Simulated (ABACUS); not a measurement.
The system is BN.

```xyz
2
Lattice="0.0000 1.8130 1.8130 1.8130 0.0000 1.8130 1.8130 1.8130 0.0000" Properties=species:S:1:pos:R:3 pbc="T T T"
N     0.9065    0.9065    0.9065
B     0.0000    0.0000    0.0000
```

The cell is a database's computed one.

Base run:

| Property | Result |
| --- | --- |
| Program | ABACUS 3.10.1 |
| Functional | PBE |
| Potentials or basis | PseudoDojo NC SR 0.4.1 PBE standard |
| Cutoff | 1143 eV |
| Density cutoff | 4572 eV |
| Basis | plane waves |
| k mesh | 13 × 13 × 13 |
| Occupations | fermi-dirac, width 0.05 eV |
| Spin | no spin polarisation |

Its results: band gap on the k mesh 4.60 eV, indirect (least direct gap 8.83 eV); pressure -0.8 GPa.

Q: The run is repeated on the same cell with these changes: cutoff from 1143 eV to 1361 eV; density cutoff from 4572 eV to 5442 eV; basis from plane waves to TZDP LCAO (the cutoffs set its grid). What comes out?

A: Band gap on the k mesh 4.61 eV, indirect (least direct gap 8.84 eV); pressure 0.1 GPa.

Caveats: an odd mesh through Γ misses points on the zone boundary, where band edges often lie; the atomic orbitals were generated for these runs and aren't a published set (some runs); the basis of atomic orbitals isn't converged, which shifts pressures, moduli and gaps (some runs).

Not every run made on this cell is shown here.
